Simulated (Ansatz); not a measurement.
MgI2, 3R-MoS2 type (r2SCAN+rVV10 geometry), in Ansatz:

```yaml
crystal:
  lattice:
    - [2.02748, 1.17056, 7.25542]
    - [-2.02748, 1.17056, 7.25542]
    - [0.00000, -2.34113, 7.25542]
  atoms:
    - { symbol: Mg, position: [0.99999, 0.99999, 0.99999] }
    - { symbol: I, position: [0.41792, 0.41792, 0.41792] }
    - { symbol: I, position: [0.24876, 0.24876, 0.24876] }
```

G0W0@PBE with 388 empty bands, a screening cutoff of 140 eV and a 4×4×4 mesh (PAW, contour deformation) gives 4.255 eV over the mesh points, from a PBE gap of 2.757 eV; it sums over 410 bands with 391 plane waves in the screening and a wave cutoff of 420 eV. The G0W0 figures hold for the stated bands, cutoff and mesh and aren't extrapolated. Spin-unpolarised throughout. Whether this structure exists isn't addressed.

Problem. Estimate the gap with empty bands 167, screening cutoff 80 eV.

Solution. 4.100 eV (-0.155 eV), from a Kohn-Sham gap of 2.757 eV.

Problem. Estimate the gap with starting point HSE06.

Solution. 4.671 eV (+0.416 eV), from a Kohn-Sham gap of 3.622 eV.

No spin-orbit coupling is included; it can move band edges with weight on the heavy atoms by tenths of an eV.
